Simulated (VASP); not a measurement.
## Te2Pt: relaxation of cell and atoms with PBE+D3(BJ)

Crystal: Te2Pt.

```xyz
3
Lattice="4.0100 0.0000 0.0000 -2.0050 3.4728 0.0000 0.0000 0.0000 5.2010" Properties=species:S:1:pos:R:3 pbc="T T T"
Te    0.0000    2.3152    1.3002
Te    2.0050    1.1576    3.9007
Pt    0.0000    0.0000    0.0000
```

```json
{
  "Program": "VASP 6.6.1",
  "Task": "relaxation of cell and atoms",
  "Functional": "PBE",
  "Dispersion": "D3(BJ)",
  "Potentials or basis": "VASP PAW PBE potentials, release 64 (Te, Pt)",
  "Cutoff": "600 eV",
  "k mesh": "9 × 9 × 6",
  "Occupations": "gaussian, width 0.02 eV",
  "Spin": "no spin polarisation",
  "Further INCAR settings": "ALGO = Normal; EDIFF = 1e-07; IBRION = 2; EDIFFG = -0.004; NSW = 80; ISIF = 3"
}
```

```yaml
Relaxed_volume: 24.12 Å³/atom
Relaxed_cell: a = 4.051 Å, b = 4.051 Å, c = 5.091 Å, α = 90.00°, β = 90.00°, γ = 120.00°
Space_group_after_relaxing_to_0.05_Å: P-3m1 (No. 164)
Energy_gained_by_relaxing: 32.4 meV/atom
Ionic_steps: 18
Pressure_after_relaxing: 0.0 GPa
Largest_force_after_relaxing: 0.003 eV/Å
Band_gap_on_the_k_mesh: none (metal or under the smearing width)
Dispersion_energy_per_atom: -0.567 eV
```

Forces on the atoms (eV/Å):
```
Te   0.000  0.000  0.003
Te   0.000  0.000 -0.003
Pt   0.000  0.000  0.000
```

The path:
```
step  energy change (eV)  largest force (eV/Å)  pressure (GPa)  volume (Å³)
   1              0.0000                1.0502            4.56        72.43
   2              0.0663                0.4509           -7.05        79.87
   3             -0.0603                0.3571           -0.93        75.30
   4             -0.0604                0.3698           -0.83        75.24
   5             -0.0764                0.2805           -0.61        74.44
   6             -0.0921                0.0756           -0.06        73.03
   7             -0.0931                0.0083            0.20        72.52
   8             -0.0957                0.1009           -0.44        72.61
   9             -0.0957                0.0990           -0.44        72.60
  10             -0.0959                0.0202            0.64        71.77
  11             -0.0968                0.0366            0.13        72.17
  12             -0.0970                0.0240           -0.05        72.31
  13             -0.0970                0.0246           -0.05        72.30
  14             -0.0970                0.0062            0.10        72.26
  15             -0.0970                0.0021            0.06        72.27
  16             -0.0971                0.0041            0.00        72.35
  17             -0.0971                0.0046           -0.01        72.36
  18             -0.0971                0.0031            0.00        72.35
```

Final structure:
```
Te Pt
1.0
     4.05112    0.00000    0.00000
    -2.02556    3.50837    0.00000
     0.00000    0.00000    5.09074
Te Pt
2 1
Direct
  0.33333 0.66667 0.26641
  0.66667 0.33333 0.73359
  0.00000 0.00000 0.00000
```

Levels at points of the mesh, in eV from the Fermi level:
| k point | band 7 | band 8 | band 9 | band 10 | band 11 | band 12 | band 13 | band 14 | band 15 |
| --- | --- | --- | --- | --- | --- | --- | --- | --- | --- |
| (0.00, 0.00, 0.00) | -3.71 | -2.66 | -0.50 | -0.50 | 0.77 | 0.77 | 1.60 | 2.58 | 4.19 |
| (0.00, 0.00, 0.50) | -3.75 | -2.27 | -1.38 | -1.36 | -1.36 | 2.24 | 2.24 | 4.21 | 4.93 |

Wall time 8.9 min on 1 thread of Intel(R) Xeon(R) Platinum 8375C CPU @ 2.90GHz (Ice Lake), with other jobs on the host, peak memory 0.28 GiB.

Caveat: pairwise dispersion overbinds metals, which lowers pressure and volume. Spin-orbit coupling is left out, which matters for the levels of Pt, Te.
